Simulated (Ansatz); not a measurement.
# C (Diamond): the cost of one run

Computed with Ansatz 0.2.0, driven from Python. Level of theory: DFT PBE, plane waves, PAW.

## 1. The system

The structure is cubic, space group Fd-3m (No. 227). The conventional cell has a = 3.567 Å, b = 3.567 Å, c = 3.567 Å, α = 90.00°, β = 90.00°, γ = 90.00°. C (site symmetry -43m) is surrounded by 4 C at 1.54 Å.

No structure file is read: the coordinates are typed or built in the script.

## 2. The code

strain_c.py

```python
# -*- coding: utf-8 -*-
from dataclasses import dataclass
import warnings

import ansatz as az
import matplotlib.pyplot as plt
import numpy as np


@dataclass
class Settings:
    functional: str = "pbe"
    filling: str = "fermi_dirac"
    sigma: float = 0.02
    cutoff_ev: int = 520
    mesh: tuple[int, ...] = (10, 10, 10)


settings = Settings()

vectors0 = np.array([
    [0.0, 1.78337, 1.78337],
    [1.78337, 0.0, 1.78337],
    [1.78337, 1.78337, 0.0],
])
sites = [
    ("C", (0.0, 0.0, 0.0)),
    ("C", (0.25, 0.25, 0.25)),
]


def make_crystal(cell):
    crystal = az.Crystal(lattice=az.Lattice.of(cell))
    for symbol, position in sites:
        crystal = crystal.atom(symbol, position)
    return crystal

warnings.simplefilter("ignore", az.DeckWarning)

values = np.linspace(-0.02, 0.02, 7)
energies = []
for d in values:
    strain = np.diag([0, 0, d])
    cell = vectors0 @ (np.eye(3) + strain)
    calc = (
        make_crystal(cell).calculation()
        .functional(settings.functional)
        .occupations(settings.filling, width=settings.sigma)
        .basis(settings.cutoff_ev)
        .kpoints(*settings.mesh)
        .stress()
    )
    summary = calc.run(threads=1, backend="cpu").report
    energies.append(summary["free_energy_ev"] / len(sites))
    s = summary["stress_gpa"]
    print(f"d = {d:+.4f}  stress xx yy zz xy (GPa, compression positive): {s[0][0]:8.3f} {s[1][1]:8.3f} {s[2][2]:8.3f} {s[0][1]:8.3f}")
energies = np.array(energies)

for value, e in zip(values, energies):
    print(f"strain {value:7.3f}   E - Emin = {1000 * (e - energies.min()):9.3f} meV/atom")
plt.figure(figsize=(4.5, 3))
plt.plot(values, 1000 * (energies - energies.min()), "o-")
plt.xlabel("strain")
plt.ylabel("meV/atom")
plt.tight_layout()
plt.savefig("strain.png", dpi=100)
curvature = 2 * np.polyfit(values, energies, 3)[1]
volume = abs(np.linalg.det(vectors0)) / len(sites)
print(f"d2E/dd2 over the volume: {curvature / volume * 160.21766:.1f} GPa")
```

## 3. What the engine is handed

The package turns the script's settings into the engine's input (first run):

```yaml
crystal:
  lattice:
    - [0.0, 1.78337, 1.7477025999999998]
    - [1.78337, 0.0, 1.7477025999999998]
    - [1.78337, 1.78337, 0.0]
  atoms:
    - { symbol: C, position: [0.0, 0.0, 0.0] }
    - { symbol: C, position: [0.25, 0.25, 0.25] }
basis:
  ecutwfc: 520.0
kpoints:
  mp_grid:
    grid: [10, 10, 10]
hamiltonian:
  xc: pbe
scf:
  occupations:
    method: fermi_dirac
    width: 0.02
output:
  stress: true
```

## 4. Launch

Command:

```bash
$ python strain_c.py
```

**Question.** How long does this script take on 1 thread of Arm Neoverse V1, shared host, and how much memory does it need?

About 7.1 s, with a peak of 0.37 GiB.
